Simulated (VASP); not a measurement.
**SrO in VASP: how settings move the PBE single point**

Aim: see what changed inputs do to the PBE single point of SrO in the rocksalt structure, under +1.0 % biaxial strain in x and y, free along z.

Code: VASP 6.6.1. PAW datasets, plane waves. (Simulation; spin polarisation is off (in the reference).)

### Step 1. The system as given

The cell comes from an earlier relaxation with r2SCAN in another program, then strained, with the atoms relaxed again. Some of the altered inputs switch spin polarisation on.

The symmetry is I4/mmm (No. 139, tetragonal); conventional cell a = 3.685 Å, c = 5.134 Å, 17.43 Å³ an atom. Sr has 6 O at 2.57–2.61 Å; O has 6 Sr at 2.57–2.61 Å.

As a file:

```cif
data_structure
_symmetry_space_group_name_H-M 'P 1'
_symmetry_Int_Tables_number 1
_cell_length_a 3.6577
_cell_length_b 3.6577
_cell_length_c 3.6850
_cell_angle_alpha 59.753
_cell_angle_beta 59.753
_cell_angle_gamma 60.494
_cell_volume 34.86
loop_
_atom_site_label
_atom_site_type_symbol
_atom_site_fract_x
_atom_site_fract_y
_atom_site_fract_z
_atom_site_occupancy
Sr1 Sr 0.00000 0.00000 0.00000 1
O1 O 0.50000 0.50000 0.50000 1
```

### Step 2. Reference

The input, INCAR:

```
ENCUT = 520.000000
SIGMA = 0.020000
EDIFF = 1.00e-07
GGA = PE
PREC = Accurate
IBRION = -1
ISIF = 2
ISMEAR = -1
NBANDS = 15
NELM = 120
NSW = 0
LASPH = .TRUE.
LCHARG = .FALSE.
LWAVE = .FALSE.
LREAL = .FALSE.
```

The input, KPOINTS:

```
KPOINTS created by Atomic Simulation Environment
0
Gamma
8 8 8
0 0 0
```

The input, POSCAR:

```
Sr O
 1.0000000000000000
     0.0000000000000000    2.6056912490999999    2.5669928641999999
     2.6056912490999999    0.0000000000000000    2.5669928641999999
     2.6056912490999999    2.6056912490999999    0.0000000000000000
 Sr  O
   1   1
Cartesian
  0.0000000000000000  0.0000000000000000  0.0000000000000000
  2.6056912491000004  2.6056912491000004  2.5669928642000004
```

A file KPOINTS_OPT adds named points for the levels; it doesn't enter the self-consistent loop.

Potentials: the recommended PBE PAW datasets, 16 valence electrons.

On the command line:

```bash
mpirun -np 1 vasp_std
```

### Step 3. Try 1

The input, INCAR:

```
ENCUT = 520.000000
EDIFF = 1.00e-07
GGA = PE
PREC = Accurate
IBRION = -1
ISIF = 2
NBANDS = 15
NSW = 0
LASPH = .TRUE.
LCHARG = .FALSE.
LWAVE = .FALSE.
LREAL = .FALSE.
ISMEAR = -1
SIGMA = 0.01
ALGO = VeryFast
NELM = 63
```

KPOINTS is that of step 2.

POSCAR is that of step 2.

### Step 4. Try 2

Edit INCAR of step 2 so:

```diff
@@ -15 +15,3 @@
 LREAL = .FALSE.
+ISPIN = 2
+MAGMOM = 3 3
```

The input, KPOINTS:

```
KPOINTS created by Atomic Simulation Environment
0
Gamma
5 5 5
0 0 0
```

POSCAR is that of step 2.

### Step 5. Try 3

The input, INCAR:

```
ENCUT = 520.000000
EDIFF = 1.00e-07
GGA = PE
PREC = Accurate
IBRION = -1
ISIF = 2
NSW = 0
LASPH = .TRUE.
LCHARG = .FALSE.
LWAVE = .FALSE.
LREAL = .FALSE.
NBANDS = 20
ISMEAR = 0
SIGMA = 0.01
ISPIN = 2
MAGMOM = -0.5 0.5
NELM = 58
```

KPOINTS is that of step 2.

POSCAR is that of step 2.

### Step 6. Try 4

Edit INCAR of step 2 so:

```diff
@@ -9,3 +9,2 @@
 NBANDS = 15
-NELM = 120
 NSW = 0
@@ -15 +14,3 @@
 LREAL = .FALSE.
+NELM = 62
+ALGO = None
```

KPOINTS is that of step 2.

POSCAR is that of step 2.

Q: Predict the outcome of this session. Wanted: for each run, changed; ending; energy change; pressure; electronic steps; usable.

**Answer**, as computed:

| run | changed | ending | energy change (meV/atom) | pressure (GPa) | gap on the mesh (eV; negative: overlap) | electronic steps | time | usable |
| --- | --- | --- | --- | --- | --- | --- | --- | --- |
| ref. | – | converged | 0 | 1.0 | 3.21 | 15 | 29 s | yes |
| 1 | ISMEAR = -1, SIGMA = 0.01, ALGO = VeryFast, NELM = 63 | converged | 0.0 | 1.0 | 3.21 | 26 | 43 s | yes |
| 2 | ISPIN = 2, MAGMOM = 3 3, mesh 5×5×5 | converged | 0.3 | 1.0 | – | 16 | 18 s | yes |
| 3 | NBANDS = 20, ISMEAR = 0, SIGMA = 0.01, ISPIN = 2, MAGMOM = -0.5 0.5, NELM = 58 | converged | 0.0 | 1.0 | – | 16 | 60 s | yes |
| 4 | a fault in the INCAR, as the diff shows | converged | 330284.3 | 2595.7 | -67.12 | – | 4.8 s | no |

Of 4 altered inputs, 1 ended normally on a faulty or unsound input, 3 gave usable results. Among the usable ones with comparable energies, «ISPIN = 2, MAGMOM = 3 3, mesh 5×5×5» moves the energy most, by 0.3 meV/atom.
